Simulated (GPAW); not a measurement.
Runs of GPAW 26.7.0 on CdSe. The structure is cubic, space group F-43m (No. 216). Conventional cell: a = 6.141 Å, b = 6.141 Å, c = 6.141 Å, α = 90.00°, β = 90.00°, γ = 90.00°. Around Cd (site symmetry -43m) lie 4 Se at 2.66 Å. Around Se (site symmetry -43m) lie 4 Cd at 2.66 Å. Measurements of this composition are mostly on another form, of space group No. 186.

```tsv
task	level	potentials or basis	spin	k mesh	cutoff (eV)	maxiter	band path	band points	spin axis theta (degrees)	spin axis phi (degrees)	mesh quality	gap on the mesh (eV)	pressure (GPa)	V0 of scaled cells (Å³/atom)	B0 (GPa)
equation of state	vdW-DF-cx	GPAW PAW data sets (gpaw-data 1.2.1), pw	off	6 × 6 × 6	600	150	-	-	-	-	not flagged	-	-	28.70	49
equation of state	C09-vdW	GPAW PAW data sets (gpaw-data 1.2.1), pw	off	6 × 6 × 6	600	150	-	-	-	-	not flagged	-	-	28.43	51
band structure	C09-vdW	GPAW PAW data sets (gpaw-data 1.2.1), pw	SOC, no magnetisation	6 × 6 × 6	600	150	GXWKGLUWLK,UX	80	90	0	not flagged	(d)	-	-	-
band structure	MS2	GPAW PAW data sets (gpaw-data 1.2.1), pw	SOC, no magnetisation	6 × 6 × 6	600	150	GXWKGLUWLK,UX	80	54.7	45	not flagged	(a)	-0.7	-	-
equation of state	BLYP+D3	PAW data sets generated in the run's folder for this functional, pw	off	6 × 6 × 6	600	150	-	-	-	-	not flagged	-	-	28.64	50
equation of state	PBEint	PAW data sets generated in the run's folder for this functional, pw	off	6 × 6 × 6	600	150	-	-	-	-	not flagged	-	-	(c)	50
single point	HF	GPAW PAW data sets (gpaw-data 1.2.1), pw	off	3 × 3 × 3	450	60	-	-	-	-	coarse	7.71	-	-	-
band structure	BLYP	PAW data sets generated in the run's folder for this functional, pw	SOC, no magnetisation	6 × 6 × 6	600	150	GXWKGLUWLK,UX	60	90	45	not flagged	(b)	3.8	-	-
```

Alike in all rows: cell as given; smearing fermi-dirac 0.05 eV.

Task: Estimate the missing entries.

Result: (a) 0.77; (b) 0.33; (c) 28.56; (d) 0.31.

Caveats: some runs use coarse meshes; the PAW data sets were made with another functional, which shifts forces and pressure a little (some runs); spin-orbit coupling was added after a scalar SCF, so levels and gaps hold it while energy, forces, pressure and moments don't (some runs); this program's spin-orbit splittings come out too wide for heavy elements (some runs); exact exchange converges slowly with the k mesh, and this mesh is small (some runs).

A k mesh can miss the band edges, and rows without SOC leave out spin-orbit coupling on Cd, Se.

Runs at the PBE level aren't shown here.
